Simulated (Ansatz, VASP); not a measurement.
Two plane-wave programs on NaF

```
CELL_PARAMETERS angstrom
3.94219 0.00000 0.00000
-1.97110 3.41404 0.00000
0.00000 0.00000 4.65571
ATOMIC_POSITIONS crystal
Na 0.33333 0.66667 0.00000
Na 0.66667 0.33333 0.50000
F 0.66667 0.33333 0.00000
F 0.33333 0.66667 0.50000
```

Alike in both runs: functional PBE; k mesh 9 × 9 × 6; occupations gaussian, width 0.02 eV; no spin polarisation.

Ansatz relaxed the structure, and its values are those at the end. VASP's run is a single point on that final structure, the one shown.

```csv
,VASP,Ansatz
version,VASP 6.6.1,Ansatz 0.2.0
potentials or method,"VASP PAW PBE potentials, release 64 (Na_pv, F)","scalar-relativistic, plane waves, PAW"
plane-wave cutoff (eV),520,420
valence electrons in the cell,28,32
```

Ansatz gave:

- gap on the k mesh at the Fermi level (eV): 5.50
- least direct gap on the mesh (eV): 5.50
- pressure (GPa): 0.0

Estimate VASP's values.

gap on the k mesh at the Fermi level (eV): 5.48; least direct gap on the mesh (eV): 5.48; pressure (GPa): -0.1.

With one functional, cell and mesh, what is left measures potentials, basis and numerics. The two sets of potentials don't hold the same shells in valence. Ansatz warned: «structure_snapped_to_symmetry».

Caveats: an odd mesh through Γ misses points on the zone boundary, where band edges often lie. A hybrid or GW would open this gap; PBE tends to underestimate it.
